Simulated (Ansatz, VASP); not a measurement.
Si: VASP beside Ansatz

The input INCAR:

```
ALGO = Normal
EDIFF = 1E-6
ENCUT = 520
GGA = PE
ISIF = 2
ISMEAR = 0
LASPH = True
LCHARG = False
LREAL = False
LWAVE = False
NBANDS = 11
NELM = 100
PREC = Accurate
SIGMA = 0.05
```

File KPOINTS:

```
k-points
0
Gamma
  10 10 10
```

File POSCAR:

```
Si
1.0
    0.0000000000      2.7681010078      2.6692798018
    2.7681010078      0.0000000000      2.6692798018
    2.7681010078      2.7681010078      0.0000000000
Si
2
Direct
    0.5000000000      0.5000000000      0.5000000000
    0.7500000000      0.7500000000      0.7500000000
```

Input for Ansatz:

```yaml
crystal:
  lattice:
    - [0.0, 2.7681010078, 2.6692798018]
    - [2.7681010078, 0.0, 2.6692798018]
    - [2.7681010078, 2.7681010078, 0.0]
  atoms:
    - { symbol: Si, position: [0.5, 0.5, 0.5] }
    - { symbol: Si, position: [0.75, 0.75, 0.75] }
basis:
  ecutwfc: 420
kpoints:
  mp_grid: { grid: [10, 10, 10] }
hamiltonian:
  xc: pbe
  pseudopotentials: { kind: paw, azcp: { folder: soft_1 } }
scf:
  occupations: { method: gaussian, width: 0.05 }
output:
  forces: true
  stress: true
  eigenvalues: true
```

Alike in both runs: task single point; functional PBE; k mesh 10 × 10 × 10; occupations gaussian, width 0.05 eV; no spin polarisation.

|  | VASP | Ansatz |
| --- | --- | --- |
| version | VASP 6.6.1 | Ansatz 0.2.0 |
| potentials or method | VASP PAW PBE potentials, release 64 (Si) | scalar-relativistic, plane waves, PAW |
| plane-wave cutoff (eV) | 520 | 420 |
| valence electrons in the cell | 8 | 8 |

|  | VASP | Ansatz | Ansatz less VASP |
| --- | --- | --- | --- |
| gap on the k mesh at the Fermi level (eV) | 0.24 | 0.24 | -0.002 |
| least direct gap on the mesh (eV) | 2.31 | 2.30 | -0.005 |
| pressure (GPa) | -0.1 | 0.0 | +0.06 |
| largest component of the traceless stress (GPa) | 2.20 | 2.19 | -0.006 |
